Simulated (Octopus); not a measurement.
# CaF2 (Fluorite) (Fm-3m) in Octopus: equation of state

Aim: energy against volume of CaF2 (Fluorite) in PBEsol, for its equilibrium volume and stiffness.

Everything below comes from runs of Octopus 16.4. Logs are shortened: lines on timing, memory, paths and dates and some standing lists are left out, and cuts for length are marked.

## 1. The structure

The structure is cubic, space group Fm-3m (No. 225). Conventional cell: a = 5.462 Å, b = 5.462 Å, c = 5.462 Å, α = 90.00°, β = 90.00°, γ = 90.00°. Ca (site symmetry m-3m) has 8 F at 2.37 Å as nearest neighbours. Around F (site symmetry -43m) lie 4 Ca at 2.37 Å.

## 2. Equation of state, PBEsol, 13.58 Å³/atom

The input, inp:

```
CalculationMode = gs
UnitsOutput = eV_Angstrom
PeriodicDimensions = 3
ExperimentalFeatures = yes
PseudopotentialSet = pseudodojo_pbesol
%LatticeParameters
 1*angstrom | 1*angstrom | 1*angstrom
%
%LatticeVectors
 0 | 2.731 | 2.731
 2.731 | 0 | 2.731
 2.731 | 2.731 | 0
%
%ReducedCoordinates
 "Ca" | 0 | 0 | 0
 "F" | 0.75 | 0.75 | 0.75
 "F" | 0.25 | 0.25 | 0.25
%
%Spacing
 0.12874057*angstrom | 0.12874057*angstrom | 0.12874057*angstrom
%
DerivativesOrder = 8
%KPointsGrid
 8 | 8 | 8
%
KPointsUseSymmetries = yes
XCFunctional = gga_x_pbe_sol + gga_c_pbe_sol
SmearingFunction = fermi_dirac
Smearing = 0.05*eV
ExtraStates = 7
Eigensolver = chebyshev_filter
ConvRelDens = 3e-7
MaximumIter = 120
```

Potentials or basis: pseudodojo_pbesol (PseudoDojo 0.4, PBEsol).

Launch:

```bash
$ OMP_NUM_THREADS=1 octopus > out.log
```

out.log:

```text
Running octopus

[... 13 lines left out ...]

Input: [AllElectronType = no]
Input: [PseudopotentialSet = pseudodojo_pbesol]
Reading Coordinates from ReducedCoordinates block

****************************** Species *******************************
  Species 'Ca'
    type             : pseudopotential
    file             : 'Ca.upf'
    file format      : UPF2
    valence charge   : 10.0
    atomic number    :  20
    form on file     : kleinman-bylander
    lmax             : 2
    llocal           : -1
    projectors per l : 2
    total projectors : 6
    application form : kleinman-bylander
    orbitals         :  5
    bound orbitals   :  5

  Species 'F'
    type             : pseudopotential
    file             : 'F.upf'
    file format      : UPF2
    valence charge   : 7.0
    atomic number    :   9
    form on file     : kleinman-bylander
    lmax             : 2
    llocal           : -1
    projectors per l : 2
    total projectors : 6
    application form : kleinman-bylander
    orbitals         :  4
    bound orbitals   :  4

**********************************************************************

***************************** Symmetries *****************************
Space group No.  225
International: Fm-3m
Schoenflies: Oh^5
Info: The system has    48 symmorphic symmetries that can be used.
  Index                Rotation matrix                      Fractional translations
    1 :     1   0   0     0   1   0     0   0   1      0.000000    0.000000    0.000000
    2 :    -1   0   0     0  -1   0     0   0  -1      0.000000    0.000000    0.000000
    3 :     1   0  -1     1   0   0     1  -1   0      0.000000    0.000000    0.000000
    4 :    -1   0   1    -1   0   0    -1   1   0      0.000000    0.000000    0.000000
    5 :     0   1  -1     1   0  -1     0   0  -1      0.000000    0.000000    0.000000
    6 :     0  -1   1    -1   0   1     0   0   1      0.000000    0.000000    0.000000
[... 40 lines left out ...]
   47 :     0   1  -1    -1   1   0     0   1   0      0.000000    0.000000    0.000000
   48 :     0  -1   1     1  -1   0     0  -1   0      0.000000    0.000000    0.000000
Info: The system also has     0 nonsymmorphic symmetries (not used for electrons).
**********************************************************************

Input: [CurvMethod = curv_affine]
Input: [DerivativesStencil = stencil_stargeneral]

****************************** Lattice *******************************
  Lattice Vectors [A]
    0.000000    2.731000    2.731000
    2.731000    0.000000    2.731000
    2.731000    2.731000    0.000000
  Cell volume =            40.7376 [A^3]
  Reciprocal-Lattice Vectors [A^-1]
   -1.150345    1.150345    1.150345
    1.150345   -1.150345    1.150345
    1.150345    1.150345   -1.150345
  Cell angles [degree]
    alpha =   60.000
    beta  =   60.000
    gamma =   60.000
**********************************************************************

Checking if the generated full k-point grid is symmetric

    29 k-points generated from parameters :
 ---------------------------------------------------
    n =    8    8    8

    s1  =  0.00  0.00  0.00

   index |      weight  |             coordinates              |
       1 |     0.001953 |    0.000000    0.000000    0.000000  |
       2 |     0.015625 |    0.125000    0.000000    0.000000  |
       3 |     0.011719 |    0.125000    0.125000    0.000000  |
       4 |     0.023438 |   -0.125000    0.125000    0.000000  |
       5 |     0.046875 |   -0.125000    0.125000    0.125000  |
       6 |     0.015625 |    0.250000    0.000000    0.000000  |
[... 21 lines left out ...]
      28 |     0.023438 |   -0.375000    0.500000    0.125000  |
      29 |     0.005859 |    0.500000    0.500000    0.000000  |

Input: [SmearingFunction = fermi_dirac]
Input: [SymmetrizeDensity = yes]

******************************* States *******************************
Total electronic charge  =       24.000
Number of states         =       19
States block-size        =        4
**********************************************************************
[... 5 lines left out ...]
Simulation Box:
  Type = parallelepiped
  Lengths [A] = (   3.862,   3.862,   3.862)
Main mesh:
  Spacing [A] = ( 0.129, 0.129, 0.129)    volume/point [A^3] =      0.00151
  # inner mesh =      27000
  # total mesh =      82504
  Grid Cutoff [eV] =  2268.776704    Grid Cutoff [Ry] =   166.752027
**********************************************************************

Input: [StatesPack = yes]
Input: [StatesOrthogonalization = cholesky_serial]

**************************** Theory Level ****************************
Input: [TheoryLevel = kohn_sham]

Exchange-correlation:
  Exchange
    Perdew, Burke & Ernzerhof SOL (GGA)
    [1] J. P. Perdew, A. Ruzsinszky, G. I. Csonka, O. A. Vydrov, G. E. Scuseria, L. A. Constantin, X. Zhou, and K. Burke.,  Phys. Rev. Lett. 100, 136406 (2008)
  Correlation
    Perdew, Burke & Ernzerhof SOL (GGA)
    [1] J. P. Perdew, A. Ruzsinszky, G. I. Csonka, O. A. Vydrov, G. E. Scuseria, L. A. Constantin, X. Zhou, and K. Burke.,  Phys. Rev. Lett. 100, 136406 (2008)

**********************************************************************
[... 5 lines left out ...]
**********************************************************************

Info: FFT grid dimensions       = 30 x 30 x 30
      Total grid size           = 27000 (      0.2 MiB )
Input: [FilterPotentials = filter_TS]
Info: Pseudopotential for Ca
  Radii for localized parts:
    local part     =  1.2 A
    non-local part =  1.2 A
    orbitals       =  6.7 A

Info: Pseudopotential for F
  Radii for localized parts:
    local part     =  1.2 A
    non-local part =  1.3 A
    orbitals       =  3.5 A

Input: [RelativisticCorrection = non_relativistic]
[... 11 lines left out ...]
      Block       2 contains       4 states:       5 -       8
      Block       3 contains       4 states:       9 -      12
      Block       4 contains       4 states:      13 -      16
      Block       5 contains       3 states:      17 -      19
Info: Ground-state allocation done.
Info: Could not find 'restart/gs' directory for restart.
[... 18 lines left out ...]
** Warning:
**   Cannot do LCAO for all states because there are not enough atomic orbitals.
**   Required: 19. Available: 13. 6 orbitals will be randomized.

Info: Unnormalized total charge =     24.006869
Info: Renormalized total charge =     24.000000

** Warning:
**   Symmetrization discrepancy ratio (scalar) =  8.67089E-06

Info: Setting up Hamiltonian.
Info: Performing initial LCAO calculation with     13 orbitals.
Info: Getting Hamiltonian matrix elements.

Eigenvalues [eV]
 #st  Spin   Eigenvalue      Occupation
#k =       1, k = (  0.000000,  0.000000,  0.000000)
   1   --   -38.298314       2.000000
   2   --   -24.631307       2.000000
   3   --   -23.968331       2.000000
   4   --   -19.318183       2.000000
   5   --   -19.318183       2.000000
   6   --   -19.317697       2.000000
   7   --    -6.363213       2.000000
   8   --    -6.363213       2.000000
   9   --    -6.362546       2.000000
  10   --    -5.068328       2.000000
  11   --    -5.068328       2.000000
  12   --    -5.067644       2.000000
  13   --     4.145329       2.000000
#k =       2, k = (  0.125000,  0.000000,  0.000000)
   1   --   -38.231731       2.000000
   2   --   -24.573308       2.000000
   3   --   -23.921792       2.000000
   4   --   -19.132309       2.000000
   5   --   -19.131877       2.000000
   6   --   -18.975771       2.000000
   7   --    -6.105732       2.000000
   8   --    -6.105139       2.000000
   9   --    -5.901452       2.000000
  10   --    -4.853120       2.000000
  11   --    -4.812987       2.000000
  12   --    -4.812378       2.000000
  13   --     4.591022       1.997454
[... 27 further k-points ...]
Fermi energy =     4.924270 eV
Generating random wavefunctions for states       14 and above
Orthogonalizing wavefunctions.
Info: Ground-state restart information will be written to 'restart/gs'.
Info: SCF using complex wavefunctions.
Info: Starting SCF iteration.

** Warning:
**   Symmetrization discrepancy ratio (scalar) =  6.42000E-03

*********************** SCF CYCLE ITER #    1 ************************
 etot  = -2.47196249E+03 abs_ev   =  6.99E+01 rel_ev   =  1.94E-01
 ediff =        9.08E+01 abs_dens =  2.00E+00 rel_dens =  8.35E-02
Matrix vector products: 725
Converged eigenvectors: 0

#  State  KPoint  Eigenvalue [eV]  Occupation    Error
      1       1      -38.301915    2.000000   ( 2.6E-06)
      1       2      -38.295984    2.000000   ( 4.9E-05)
      1       3      -38.294010    2.000000   ( 3.5E-05)
      1       4      -38.287246    2.000000   ( 5.8E-05)
      1       5      -38.282467    2.000000   ( 1.3E-04)
      1       6      -38.281625    2.000000   ( 9.4E-05)
      1      10      -38.274899    2.000000   ( 8.6E-05)
      1       7      -38.272868    2.000000   ( 8.3E-05)

  [output of 331 eigenvalues skipped: maximum error = 1.2E-02]
[... 21 lines left out ...]
     19       7       14.176389    0.000000   ( 1.7E-01)
     19       4       14.241455    0.000000   ( 1.2E-01)
     19      25       14.254790    0.000000   ( 1.6E-01)
     19       1       14.551338    0.000000   ( 1.5E-01)
     19      14       14.753795    0.000000   ( 1.3E-01)
     19       2       14.758871    0.000000   ( 1.2E-01)
     19      15       15.663368    0.000000   ( 2.2E-01)
     19       5       16.282816    0.000000   ( 2.0E-01)

Density of states:

------------------------%---------------------------------------------
------------------------%---------------------------------------------
------------------------%---------------------------------------------
------------------------%----------------%----------------------------
------------------------%---------------%%%---------------------------
------------------------%---------------%%%---------------------------
-----------------%------%---------------%%%--------------%%-----------
%----------------%%-----%---------------%%%--------------%%%----------
%----------------%%-----%---------------%%%-------------%%%%%---------
%----------------%%-----%---------------%%%------------%%%%%%%%%%%%---
                                                    ^

Fermi energy =     2.768046 eV

**********************************************************************

*********************** SCF CYCLE ITER #    2 ************************
 etot  = -2.41502987E+03 abs_ev   =  2.31E+01 rel_ev   =  6.84E-02
 ediff =        2.09E+00 abs_dens =  8.50E-01 rel_dens =  3.54E-02
Matrix vector products: 725
Converged eigenvectors: 0
[... 151 lines left out ...]
*********************** SCF CYCLE ITER #   15 ************************
 etot  = -2.39531014E+03 abs_ev   =  2.03E-04 rel_ev   =  6.25E-07
 ediff =        1.25E-05 abs_dens =  3.47E-06 rel_dens =  1.44E-07
Matrix vector products: 725
Converged eigenvectors: 12

#  State  KPoint  Eigenvalue [eV]  Occupation    Error
      1       1      -38.360723    2.000000   ( 3.2E-08)
      1       2      -38.355697    2.000000   ( 3.1E-08)
      1       3      -38.354024    2.000000   ( 3.1E-08)
      1       4      -38.348293    2.000000   ( 3.7E-08)
      1       5      -38.344246    2.000000   ( 2.9E-08)
      1       6      -38.343534    2.000000   ( 2.9E-08)
      1      10      -38.337837    2.000000   ( 2.9E-08)
      1       7      -38.336119    2.000000   ( 2.9E-08)

  [output of 331 eigenvalues skipped: maximum error = 2.2E-07]
[... 21 lines left out ...]
     19      27       12.997793    0.000000   ( 2.6E-02)
     19       4       13.077012    0.000000   ( 2.1E-02)
     19      26       13.088506    0.000000   ( 1.9E-02)
     19       2       13.773959    0.000000   ( 2.9E-02)
     19      10       13.865857    0.000000   ( 3.1E-02)
     19       3       13.958764    0.000000   ( 1.3E-02)
     19      24       14.235892    0.000000   ( 2.8E-02)
     19       1       14.248456    0.000000   ( 1.8E-02)

Density of states:

-------------------------%--------------------------------------------
-------------------------%--------------------------------------------
-------------------------%-------------------%------------------------
-------------------------%-------------------%%-----------------------
---------------------%---%-------------------%%-------------%%--------
---------------------%---%-------------------%%-------------%%--------
%--------------------%---%------------------%%%%------------%%--------
%--------------------%---%------------------%%%%----------%%%%%-------
%--------------------%%--%%-----------------%%%%----------%%%%%---%---
%--------------------%%--%%-----------------%%%%----------%%%%%%%%%%--
                                                    ^

Fermi energy =     1.227575 eV

**********************************************************************

Info: SCF converged in   15 iterations

** Warning:
**   Some of the states are not fully converged!

Info: Number of matrix-vector products:      10875
Info: Finished writing information to 'restart/gs'.

Octopus emitted 19 warnings.
```

It took 6.5 min on 1 thread of Arm Neoverse V2, shared host; peak memory 0.91 GiB.

Results:

* Free energy: -2395.3102 eV
* Band gap on the k mesh: 7.14 eV, indirect (least direct gap 7.40 eV)

## 3. Equation of state, PBEsol, 13.31 Å³/atom (volume scaled by 0.98)

inp: that of step 2 with these lines changed.

```diff
@@ -9,5 +9,5 @@
 %LatticeVectors
- 0 | 2.731 | 2.731
- 2.731 | 0 | 2.731
- 2.731 | 2.731 | 0
+ 0 | 2.7126705887 | 2.7126705887
+ 2.7126705887 | 0 | 2.7126705887
+ 2.7126705887 | 2.7126705887 | 0
 %
@@ -19,3 +19,3 @@
 %Spacing
- 0.12874057*angstrom | 0.12874057*angstrom | 0.12874057*angstrom
+ 0.12787652*angstrom | 0.12787652*angstrom | 0.12787652*angstrom
 %
```

Potentials or basis: pseudodojo_pbesol (PseudoDojo 0.4, PBEsol).

Launch:

```bash
$ OMP_NUM_THREADS=1 octopus > out.log
```

Run time: 5.7 min. Hardware: 1 thread of Arm Neoverse V2, shared host; peak memory 0.91 GiB.

It converged, with:

```yaml
Free_energy: -2395.3163 eV
Band_gap_on_the_k_mesh: 7.26 eV, indirect (least direct gap 7.52 eV)
```

## 4. Equation of state, PBEsol, 13.85 Å³/atom (volume scaled by 1.02)

inp: that of step 3 with these lines changed.

```diff
@@ -9,5 +9,5 @@
 %LatticeVectors
- 0 | 2.7126705887 | 2.7126705887
- 2.7126705887 | 0 | 2.7126705887
- 2.7126705887 | 2.7126705887 | 0
+ 0 | 2.7490866198 | 2.7490866198
+ 2.7490866198 | 0 | 2.7490866198
+ 2.7490866198 | 2.7490866198 | 0
 %
@@ -19,3 +19,3 @@
 %Spacing
- 0.12787652*angstrom | 0.12787652*angstrom | 0.12787652*angstrom
+ 0.12959319*angstrom | 0.12959319*angstrom | 0.12959319*angstrom
 %
```

Launch:

```bash
$ OMP_NUM_THREADS=1 octopus > out.log
```

It took 6.5 min on 1 thread of Arm Neoverse V2, shared host; peak memory 0.91 GiB.

The run converged. Its results:

```yaml
Free_energy: -2395.2989 eV
Band_gap_on_the_k_mesh: 7.03 eV, indirect (least direct gap 7.28 eV)
```

## 5. Equation of state, PBEsol, 13.04 Å³/atom (volume scaled by 0.96)

inp: that of step 4 with these lines changed.

```diff
@@ -9,5 +9,5 @@
 %LatticeVectors
- 0 | 2.7490866198 | 2.7490866198
- 2.7490866198 | 0 | 2.7490866198
- 2.7490866198 | 2.7490866198 | 0
+ 0 | 2.69409007 | 2.69409007
+ 2.69409007 | 0 | 2.69409007
+ 2.69409007 | 2.69409007 | 0
 %
@@ -19,3 +19,3 @@
 %Spacing
- 0.12959319*angstrom | 0.12959319*angstrom | 0.12959319*angstrom
+ 0.12700062*angstrom | 0.12700062*angstrom | 0.12700062*angstrom
 %
```

Launch:

```bash
$ OMP_NUM_THREADS=1 octopus > out.log
```

Run time: 6 min. Hardware: 1 thread of Arm Neoverse V2, shared host; peak memory 0.91 GiB.

Results (log left out):

```yaml
Free_energy: -2395.3146 eV
Band_gap_on_the_k_mesh: 7.38 eV, indirect (least direct gap 7.65 eV)
```

## 6. Equation of state, PBEsol, 14.12 Å³/atom (volume scaled by 1.04)

inp: that of step 5 with these lines changed.

```diff
@@ -9,5 +9,5 @@
 %LatticeVectors
- 0 | 2.69409007 | 2.69409007
- 2.69409007 | 0 | 2.69409007
- 2.69409007 | 2.69409007 | 0
+ 0 | 2.7669383318 | 2.7669383318
+ 2.7669383318 | 0 | 2.7669383318
+ 2.7669383318 | 2.7669383318 | 0
 %
@@ -19,3 +19,3 @@
 %Spacing
- 0.12700062*angstrom | 0.12700062*angstrom | 0.12700062*angstrom
+ 0.13043472*angstrom | 0.13043472*angstrom | 0.13043472*angstrom
 %
```

Potentials or basis: pseudodojo_pbesol (PseudoDojo 0.4, PBEsol).

Launch:

```bash
$ OMP_NUM_THREADS=1 octopus > out.log
```

Wall time 5.9 min (1 thread of Arm Neoverse V2, shared host); peak memory 0.91 GiB.

It converged, with:

```yaml
Free_energy: -2395.2811 eV
Band_gap_on_the_k_mesh: 6.92 eV, indirect (least direct gap 7.17 eV)
```

## 7. Equation of state, PBEsol, 12.76 Å³/atom (volume scaled by 0.94)

inp: that of step 6 with these lines changed.

```diff
@@ -9,5 +9,5 @@
 %LatticeVectors
- 0 | 2.7669383318 | 2.7669383318
- 2.7669383318 | 0 | 2.7669383318
- 2.7669383318 | 2.7669383318 | 0
+ 0 | 2.6752496629 | 2.6752496629
+ 2.6752496629 | 0 | 2.6752496629
+ 2.6752496629 | 2.6752496629 | 0
 %
@@ -19,3 +19,3 @@
 %Spacing
- 0.13043472*angstrom | 0.13043472*angstrom | 0.13043472*angstrom
+ 0.12611248*angstrom | 0.12611248*angstrom | 0.12611248*angstrom
 %
@@ -33 +33,6 @@
 MaximumIter = 120
+%Output
+ density | cube
+ elf | cube
+ potential | cube
+%
```

Launch:

```bash
$ OMP_NUM_THREADS=1 octopus > out.log
```

Wall time 6.4 min (1 thread of Arm Neoverse V2, shared host); peak memory 0.92 GiB.

Results (log left out):

```yaml
Free_energy: -2395.3068 eV
Band_gap_on_the_k_mesh: 7.51 eV, indirect (least direct gap 7.78 eV)
```

## 8. Equation of state, PBEsol, 14.39 Å³/atom (volume scaled by 1.06)

inp: that of step 7 with these lines changed.

```diff
@@ -9,5 +9,5 @@
 %LatticeVectors
- 0 | 2.6752496629 | 2.6752496629
- 2.6752496629 | 0 | 2.6752496629
- 2.6752496629 | 2.6752496629 | 0
+ 0 | 2.784562618 | 2.784562618
+ 2.784562618 | 0 | 2.784562618
+ 2.784562618 | 2.784562618 | 0
 %
@@ -19,3 +19,3 @@
 %Spacing
- 0.12611248*angstrom | 0.12611248*angstrom | 0.12611248*angstrom
+ 0.13126554*angstrom | 0.13126554*angstrom | 0.13126554*angstrom
 %
@@ -33,6 +33 @@
 MaximumIter = 120
-%Output
- density | cube
- elf | cube
- potential | cube
-%
```

Launch:

```bash
$ OMP_NUM_THREADS=1 octopus > out.log
```

Run time: 6.1 min. Hardware: 1 thread of Arm Neoverse V2, shared host; peak memory 0.91 GiB.

Results (log left out):

```yaml
Free_energy: -2395.2594 eV
Band_gap_on_the_k_mesh: 6.81 eV, indirect (least direct gap 7.06 eV)
```

## 9. Equation of state, PBEsol

Potentials or basis: pseudodojo_pbesol (PseudoDojo 0.4, PBEsol).

This step only gathers the single runs of the series.

Results:

```yaml
Equilibrium_volume: 13.21 Å³/atom
Bulk_modulus: 65 GPa
Pressure_derivative_of_the_bulk_modulus: "3.5 (rough: it moves with the points fitted)"
```

Energy against volume, from the lowest point:
```csv
volume (Å³/atom),energy (meV/atom)
12.764,3.15
13.036,0.58
13.308,0.00
13.579,2.04
13.851,5.81
14.122,11.72
14.394,18.96
```

Caveat: the number of grid points is fixed, so the spacing changes with the cell, which shifts volumes and moduli.
